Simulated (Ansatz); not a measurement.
# Pt: levels with and without spin–orbit coupling

```
Pt
1.0
     0.00000    1.97158    1.97158
     1.97158    0.00000    1.97158
     1.97158    1.97158    0.00000
Pt
1
Cartesian
  0.0000 0.0000 0.0000
```

The cell is the one relaxed in the Materials Project (mp-126), not relaxed further here; entries there can be hypothetical.

Levels of theory: DFT, LDA, all-electron LAPW, scalar-relativistic (Ansatz 0.2.0); DFT, LDA, all-electron LAPW, Dirac equation with spin-orbit coupling (Ansatz 0.2.0).

Numerical set-up: a Γ-centred 16×16×16 k mesh, Fermi–Dirac smearing of 0.05 eV, basis error target 0.25 meV/atom, no spin polarisation.

Levels between -6 and 4 eV, each run counted from its own valence-band top where it has a gap, else its Fermi level. Scalar levels are listed once for both spins; with the coupling every spinor state is counted. Levels near the edges of the range can cross them.

Problem. At Γ (0.000, 0.000, 0.000) the scalar-relativistic levels are -3.71 (×3), -1.57 (×2). What are they with spin–orbit coupling?

Solution. -4.26 (×4), -3.27 (×2), -1.48 (×4).

Problem. At W (0.500, 0.250, 0.750) the scalar-relativistic levels are -5.52, -4.45 (×2), -1.94, 0.49. What are they with spin–orbit coupling?

Solution. -5.71 (×2), -4.79 (×2), -4.52 (×2), -1.93 (×2), 0.46 (×2).
